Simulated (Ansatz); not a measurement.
## Nb in Ansatz: the effect of functional

Crystal: Nb.

```
Nb
1.0
    -1.66395    1.66395    1.66395
     1.66395   -1.66395    1.66395
     1.66395    1.66395   -1.66395
Nb
1
Direct
  0.00000 0.00000 0.00000
```

Alike in all runs:

- Program: Ansatz 0.2.0
- Task: projected density of states
- Potentials or basis: Ansatz PAW
- k mesh: 6 × 6 × 6
- Occupations: fermi-dirac, width 0.05 eV
- Spin: no spin polarisation

**Question.** One run gave: pressure 1.0 GPa. Which functional did it use?
A. HSE06
B. revPBE
C. RPBE
D. r2SCAN0
E. BLYP

**Answer.** E.

```csv
functional,cutoff,pressure (GPa)
LDA,420 eV (not typed: the program's choice for these potentials),-14.8
PBE,420 eV (not typed: the program's choice for these potentials),-5.3
PBEsol,420 eV (not typed: the program's choice for these potentials),-11.1
RPBE,420 eV (not typed: the program's choice for these potentials),-2.4
revPBE,420 eV (not typed: the program's choice for these potentials),-3.2
BLYP,420 eV (not typed: the program's choice for these potentials),1.0
r2SCAN,500 eV (not typed: the program's choice for these potentials),-6.7
HSE06,420 eV (not typed: the program's choice for these potentials),-9.2
PBE0,420 eV (not typed: the program's choice for these potentials),-9.3
r2SCAN0,500 eV (not typed: the program's choice for these potentials),-9.9
```

Caveats: all runs use coarse meshes; the density of states is complete only up to the lowest level of the last band computed; the PAW data sets come from PBE, with cores solved anew for the run's functional, which leaves a small shift of forces and pressure (some runs); the thresholds are loose for stress (some runs).
